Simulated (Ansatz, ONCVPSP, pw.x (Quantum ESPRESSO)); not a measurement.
**tellurium: does the ONCV potential hold in the solid?**

ONCVPSP 4.0.1 input, shortened (lines: element, Z, core and valence counts, functional; n l f; lmax; l rc ep ncon nbas qcut; lloc lpopt rc5 dvloc0; l nproj debl; icmod fcfact rcfact), PBE, scalar-relativistic:

```
  Te 52.00    9    2        4      upf
    1    0    2.00
    2    0    2.00
    2    1    6.00
    3    0    2.00
    3    1    6.00
    3    2   10.00
    4    0    2.00
    4    1    6.00
    4    2   10.00
    5    0    1.50
    5    1    4.50
    2
    0    1.90    0.00    4    7    3.50
    1    2.15    0.00    4    7    3.10
    2    2.40    0.39    4    8    4.60
    4    4    1.85    0.00
    0    1    2.00
    1    2    3.30
    2    1    3.60
    1    0.42    0.00
```

Atomic tests: cutoffs needed: 14 Ha and 30 Ha (the cutoffs (Ha) at which the residual kinetic energy of the hardest occupied pseudo-wave falls to 1 and 0.1 mHa per electron); ghost test: no bound ghost flagged; no localised positive-energy state flagged; largest excitation error: -187 meV (all-electron minus pseudo) for 5s2 5p0, out of 4 test configurations.

Crystal test: fcc Te in pw.x 7.5, no spin, 12³ k-points, Fermi–Dirac smearing 0.01 Ry, cutoffs 70/280 Ry. The reference is all-electron LAPW (Ansatz 0.2.0) with the same functional, mesh and smearing; V0 and B0 come from Birch–Murnaghan fits to the pressures at five volumes. Errors are pseudo minus all-electron; Δ is the rms difference of the E(V) curves that follow from these fits, minima aligned, over ±6 % about the mean V0. Mesh and smearing are coarse, so the numbers serve the comparison and aren't converged zero-temperature values; the lattice is a test structure that the element need not adopt.

| V (Å³/atom) | P all-electron (GPa) | P pseudo (GPa) |
| --- | --- | --- |
| 26.941 | 3.24 | 2.20 |
| 27.650 | 1.57 | 0.62 |
| 28.359 | 0.13 | -0.75 |
| 29.068 | -1.12 | -1.93 |
| 29.777 | -2.19 | -2.94 |

All-electron: a0 = 4.845 Å (V0 = 28.43 Å³/atom), B0 = 52.9 GPa.

Pseudopotential: mean pressure error (GPa): -0.89; a0 (Å): 4.818; a0 error (%): -0.56; B0 error (%): +2.7; Δ (meV/atom): 5.5. This is a poor potential for the solid.

Task: At the middle volume, how do free energy and pressure move when the wave cutoff is lowered (ecutrho kept at four times it)?

Result:

| cutoff (Ry) | shift of F (meV/atom) | shift of P (GPa) |
| --- | --- | --- |
| 32 | +97.5 | -0.16 |
| 42 | +86.3 | -0.45 |
| 56 | +20.5 | -0.67 |

The 8 pw.x runs together took about 58 s on one core of a shared server CPU.
